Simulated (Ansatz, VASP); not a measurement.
# Two plane-wave programs on Si3C

```
C Si
1.0
     3.51105    0.00000    0.00000
     0.00000    3.51105    0.00000
     0.00000    0.00000    5.12165
C Si
1 3
Direct
  0.00000 0.00000 0.00000
  0.00000 0.50000 0.20212
  0.50000 0.50000 0.50000
  0.50000 0.00000 0.79788
```

Alike in both runs: task single point; functional PBE; k mesh 6 × 6 × 4; occupations fermi-dirac, width 0.02 eV; no spin polarisation.

|  | VASP | Ansatz |
| --- | --- | --- |
| version | VASP 6.6.1 | Ansatz 0.2.0 |
| potentials or method | VASP PAW PBE potentials, release 64 (C, Si) | plane waves, PAW |
| plane-wave cutoff (eV) | 520 | 420 |
| valence electrons in the cell | 16 | 16 |

|  | VASP | Ansatz | Ansatz less VASP |
| --- | --- | --- | --- |
| pressure (GPa) | -6.7 | -6.7 | +0.05 |
| largest component of the traceless stress (GPa) | 0.34 | 0.32 | -0.012 |
| rms of the force components (eV/Å) | 0.054 | 0.048 | -0.0060 |

Atom by atom the forces differ by 0.006 eV/Å (rms over components). With one functional, cell and mesh, what is left measures potentials, basis and numerics.
